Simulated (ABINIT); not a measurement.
Planning a run of ABINIT 10.8.3 on CdS (Hawleyite). The input:

```
acell 3*1.0 Angstrom
rprim 
  -0.000000000000 2.916500000000 2.916500000000
  2.916500000000 -0.000000000000 2.916500000000
  2.916500000000 2.916500000000 -0.000000000000
ntypat 2
znucl 48 16
natom 2
typat 1 2
xred 
  0.000000000000 0.000000000000 0.000000000000
  0.250000000000 0.250000000000 0.250000000000
pp_dirpath "pseudos"
pseudos "Cd.upf, S.upf"
ecut 47
ngkpt 4 4 4
nshiftk 1
shiftk 0 0 0
kptopt 1
chksymbreak 0
irdden 1
istwfk *1
nband 169
prtvol 0
optdriver 6
gwr_task "HDIAGO"
paral_kgb 0
occopt 1
indata_prefix "in"
outdata_prefix "out"
tmpdata_prefix "tmp"
```

```sh
OMP_NUM_THREADS=1 mpirun -n 8 abinit run.abi > log
```

Q: How long will it take on 8 MPI ranks of AMD EPYC 7R43, shared host, and how much memory?

It took 2.2 min; on shared hardware allow 65 s to 4.3 min. Peak host memory was 12 GiB.

[Paths, hosts, dates, memory and timing lines, banners, echoed tables and standing remarks are left out of the program output.]

[Logs are printed without paths, hosts, clocks, repeated set-up lines and the standing remarks that a program may print on its own settings, such as how far it seeks lower states.]

[Runs of the session that timed out or met a known fault of the program may be left out.]

[Hosts, paths, dates, database ids (printed as entryN), source tags and the programs' standing remarks are cut or masked in the printed files.]

[G0W0 gaps are taken among the corrected bands and points alone; a level outside them can change the order at an edge.]

[Where Ansatz stands beside ABINIT at settings called matched, ABINIT's density can come from a denser mesh and the files from another edition; pairs whose starting gaps differed by over 0.03 eV were left out, so agreement reads better than it is.]
